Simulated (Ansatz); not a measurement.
Sb:

```xyz
1
Lattice="0.0000 2.3712 2.3712 2.3712 0.0000 2.3712 2.3712 2.3712 0.0000" Properties=species:S:1:pos:R:3 pbc="T T T"
Sb    0.0000    0.0000    0.0000
```

This isn't the form of Sb at room conditions, which is rhombohedral.

Base run:

* Program: Ansatz 0.2.0
* Functional: PBEsol
* Potentials or basis: all-electron LAPW, scalar-relativistic
* Cutoff: 156 eV
* Density cutoff: 625 eV
* Basis error allowed: 0.001 eV/atom
* k mesh: 8 × 8 × 8
* Occupations: fermi-dirac, width 0.05 eV
* Spin: no spin polarisation

Its results: pressure -0.6 GPa.

Task: The run is repeated on the same cell with these changes: k mesh from 8 × 8 × 8 to 6 × 6 × 6; occupations from fermi-dirac, width 0.05 eV to fermi-dirac, width 0.03 eV. What comes out?

Result: Pressure -1.3 GPa.

Caveats: some runs use coarse meshes; the k mesh is thin for a metal, which can move the energy by tens of meV per atom.

Not every run made on this cell is shown here.
